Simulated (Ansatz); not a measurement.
# ZnAu: the cost of one run

Program: Ansatz 0.2.0. Level of theory: DFT PBE, scalar-relativistic, plane waves, PAW. These are calculated values, not measurements.

**1. The structure to begin with**

The structure is tetragonal, space group P4/mmm (No. 123). Conventional cell: a = 2.871 Å, b = 2.871 Å, c = 3.640 Å, α = 90.00°, β = 90.00°, γ = 90.00°. Cu (site symmetry 4/mmm) has 8 Au at 2.73 Å and 4 Cu at 2.87 Å as nearest neighbours. Au (site symmetry 4/mmm) is surrounded by 8 Cu at 2.73 Å and 4 Au at 2.87 Å.

As a file:

```xyz
2
Lattice="2.8713 0.0000 0.0000 0.0000 2.8713 0.0000 0.0000 0.0000 3.6404" Properties=species:S:1:pos:R:3 pbc="T T T"
Cu    1.4356    1.4356    1.8202
Au    0.0000    0.0000    0.0000
```

This cell was relaxed beforehand with the same method: volume 15.01 Å³/atom, gap on the mesh none (metal).

**2. Swap Cu → Zn**

The start of ZnAu: fractional positions of relaxed CuAu, cell scaled by 0.975, a guess from tabulated radii.

**3. A first look at the start (ZnAu)**

Contents of input.yaml:

```yaml
crystal:
  lattice:
    - [2.7988076671, 0.0, 0.0]
    - [0.0, 2.7988076671, 0.0]
    - [0.0, 0.0, 3.5485720614]
  atoms:
    - { symbol: Zn, position: [0.5, 0.5, 0.5] }
    - { symbol: Au, position: [0.0, 0.0, 0.0] }
basis:
  ecutwfc: 420
kpoints:
  mp_grid: { grid: [6, 6, 6] }
hamiltonian:
  xc: pbe
scf:
  occupations: { method: gaussian, width: 0.1 }
output:
  forces: true
  stress: true
  eigenvalues: true
```

Q: Estimate wall time and peak memory on 1 thread of an Arm CPU, shared host.

About 2.3 s, with a peak of 0.29 GiB.
